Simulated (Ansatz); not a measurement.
A plane-wave DFT run in Ansatz 0.2.0 (scalar-relativistic PAW potentials unless the input names others): input and command.

```yaml
crystal:
  lattice:
    - [2.5115635512, 0.0, 0.0]
    - [-1.2557817756, 2.1750778385, 0.0]
    - [0.0, 0.0, 8.3607135973]
  atoms:
    - { symbol: C, position: [0.3333333333, 0.6666666667, 0.0313659012] }
    - { symbol: C, position: [0.3333333333, 0.6666666667, 0.5313659012] }
    - { symbol: C, position: [0.6188876646, 0.3333333333, 0.2813659012] }
    - { symbol: C, position: [0.7144456687, 0.3333333333, 0.7813659012] }
    - { symbol: C, position: [0.2865383253, 0.6666666667, 0.2186340988] }
    - { symbol: C, position: [0.3801283414, 0.6666666667, 0.7186340988] }
    - { symbol: C, position: [0.6570198923, 0.3333333333, 0.4686340988] }
    - { symbol: C, position: [0.676313441, 0.3333333333, 0.9686340988] }
basis:
  ecutwfc: 420
kpoints:
  mp_grid: { grid: [8, 8, 3], shift: [0.5, 0.5, 0.5] }
hamiltonian:
  xc: pbe
scf:
  occupations: { method: gaussian, width: 0.05 }
output:
  forces: true
  eigenvalues: true
  stress: true
```

```bash
ansatz run input.yaml --threads 2 --pin off --max-ram 5120MiB --backend cpu --events-out ev --progress --plain --runs-dir out
```

Abridged log:
```
Warning: crystal.symmetry: narrowed to the stabiliser of the k-point mesh — unitary ops 2 → 1; excluded 1 operation that carries a point of the 8×8×3 mesh (shift [0.5, 0.5, 0.5]) off the mesh (the run samples exactly the mesh kpoints.mp_grid names, as under crystal.symmetry.detect: false, and its converged state has the mesh's symmetry, not the crystal's; ε∞, the Born charges and the force constants of a linear response (`dielectric:` by the response, `phonons.method: dfpt`) are averaged over those of the crystal's operations that the state keeps within a tolerance, where `mesh_tensors`, `unav ...
Basis set: ecut = 420 eV, 885 PW (Γ), exchange–correlation on 36×36×120 points (8 copies of the dense FFT grid, shifted against one another)
Bands: 24, of which v1, the nominal top of the filled ones, is band 16 counted from 1 (15 counted from 0)
Symmetry: 1 space group operations
k-points: 96 of 192 (time reversal used)
SCF iter   1: F=—  HF=-2006.074193 eV  |F-HF|=—  |Δ(HF+E_count)|=         —  Δρ=3.92e-3  dr2=3.28e-3  ethr=1.77e-3  ⟨swp⟩=5.7  Hψ=11246  notcnv=0  defer=30
SCF iter   2: F=—  HF=-2006.073553 eV  |F-HF|=—  |Δ(HF+E_count)|=   6.39e-4  Δρ=1.76e-3  dr2=5.20e-4  ethr=1.02e-5  ⟨swp⟩=2.7  Hψ=4564  notcnv=0  defer=72
SCF iter   3: F=—  HF=-2006.073689 eV  |F-HF|=—  |Δ(HF+E_count)|=   1.35e-4  Δρ=2.24e-4  dr2=5.66e-6  ethr=1.63e-6  ⟨swp⟩=2.5  Hψ=3556  notcnv=0  defer=22
automatic band count: iteration 3 solves 23 bands in place of 24: the levels show a gap, and the empty bands left out lie too high to hold charge; the band table lists the bands solved (type scf.n_extra_bands for more)
SCF iter   4: F=—  HF=-2006.073689 eV  |F-HF|=—  |Δ(HF+E_count)|=   7.27e-7  Δρ=1.99e-5  dr2=3.00e-7  ethr=1.77e-8  ⟨swp⟩=2.5  Hψ=3817  notcnv=0  defer=22
SCF iter   5: F=-2006.073689 eV  HF=-2006.073689 eV  |F-HF|=1.90e-8  |Δ(HF+E_count)|=   7.75e-8  Δρ=5.78e-6  dr2=2.72e-8  ethr=9.38e-10  ⟨swp⟩=2.0  Hψ=3135  notcnv=0  defer=22
SCF iter   6: F=-2006.073689 eV  HF=-2006.073689 eV  |F-HF|=6.81e-10  |Δ(HF+E_count)|=   5.34e-9  Δρ=1.59e-6  dr2=4.82e-10  ethr=8.50e-11  ⟨swp⟩=5.2  Hψ=8183  notcnv=0
SCF 1 converged in 6 iterations: F = -2006.073689 eV  dr2 = 4.82e-10
SCF converged after 6 iterations
Free energy (F): -2006.073689 eV
Harris-Foulkes:  -2006.073689 eV  (|F-HF|=6.81e-10)
Internal energy: -2006.073689 eV  (E = F + TS)
E sigma→0 (E₀):  -2006.073689 eV
Fermi energy:    15.144176 eV
--- Forces (eV/Å), atoms counted from 1 ---
  atom   1  C     -0.00200193     0.04211934     0.03666029
  atom   2  C      0.00083556     0.04135433     0.03678948
  atom   3  C      0.80844542    -0.02669787    -0.02185006
  atom   4  C     -0.80725677    -0.02616576    -0.02188029
  atom   5  C      0.79018679     0.02607642     0.01763157
  atom   6  C     -0.79137561     0.02675137     0.01762612
  atom   7  C      0.16276293    -0.04139712    -0.03254908
  atom   8  C     -0.16159810    -0.04204009    -0.03242669
--- Stress (GPa, compression-positive) ---
       -0.718023       0.025173       0.000200
        0.025173       0.476901       0.507718
        0.000200       0.507718       0.434067
  P = ⅓ Tr σ = 0.0643 GPa (0.643 kbar)
```

Apart from outputs and empty bands, the input differs from a reference run on usual settings in kpoints.mp_grid.shift: not typed → [0.5, 0.5, 0.5]; kpoints.mp_grid.grid: [12, 12, 4] → [8, 8, 3]. The reference, at the same geometry (not necessarily relaxed), gave pressure 0.07 GPa, largest force 0.808 eV/Å, gap on the mesh 3.31 eV. This run converged in 6 SCF iterations (reference: 6) with an energy at zero smearing 0.09 meV/atom below the reference's, pressure 0.06 GPa, largest force 0.809 eV/Å, gap on the mesh 3.87 eV. Its k mesh is looser than usual, yet energy, pressure and forces hardly moved.

The run took 4.8 s on 2 threads of Intel(R) Xeon(R) Platinum 8259CL CPU @ 2.50GHz (Skylake/Cascade Lake), on a shared host, peak memory 0.43 GiB.